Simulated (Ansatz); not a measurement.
## Trial inputs on PtS₂

The reference input for Ansatz (plane-wave DFT with PAW):

```yaml
crystal:
  lattice:
    - [3.5431994758, 0.0, 0.0]
    - [-1.7715997379, 3.0685007567, 0.0]
    - [0.0, 0.0, 5.0388]
  atoms:
    - { symbol: Pt, position: [0.0, 0.0, 0.0] }
    - { symbol: S, position: [0.3333333333, 0.6666666667, 0.25] }
    - { symbol: S, position: [0.6666666667, 0.3333333333, 0.75] }
basis:
  ecutwfc: 420
kpoints:
  mp_grid: { grid: [6, 6, 4] }
hamiltonian:
  xc: pbe
scf:
  occupations: { method: gaussian, width: 0.1 }
output:
  forces: true
  stress: true
  eigenvalues: true
```

Command:

```bash
ansatz run input.yaml --threads 1 --pin off --max-ram 1331MiB --backend cpu --events-out ev --progress --plain --runs-dir out
```

The run converges in 7 SCF iterations on 24 irreducible k-points: pressure 2.40 GPa, largest force 0.334 eV/Å, gap on the sampled k-points 0.56 eV.

These settings were drawn at random to show what each does; none of the numbers is a converged property of the crystal. Each trial's input is given as a difference from the reference's; energies are extrapolated to zero smearing where there is one, and pressure is positive in compression.

**Question.** Trial 1 (volume scaled):

```diff
 crystal:
   lattice:
-    - [3.5431994758, 0.0, 0.0]
-    - [-1.7715997379, 3.0685007567, 0.0]
-    - [0.0, 0.0, 5.0388]
+    - [3.5666650568, 0.0, 0.0]
+    - [-1.7833325284, 3.088822546, 0.0]
+    - [0.0, 0.0, 5.0721705089]
 hamiltonian:
+  hubbard: { sites: [{ species: Pt, l: d, u_eff: 1.0 }], projectors: atomic }
 scf:
-  occupations: { method: gaussian, width: 0.1 }
+  occupations: { method: fixed }
+  convergence: { dr2_threshold: "1e-7 eV" }
```

What happens?

**Answer.** The run converges in 7 SCF iterations on 24 irreducible k-points: pressure -0.59 GPa, largest force 0.584 eV/Å, gap on the sampled k-points 0.52 eV. It warns that the SCF threshold is loose for the stress. Under a U the state reached may not be the lowest.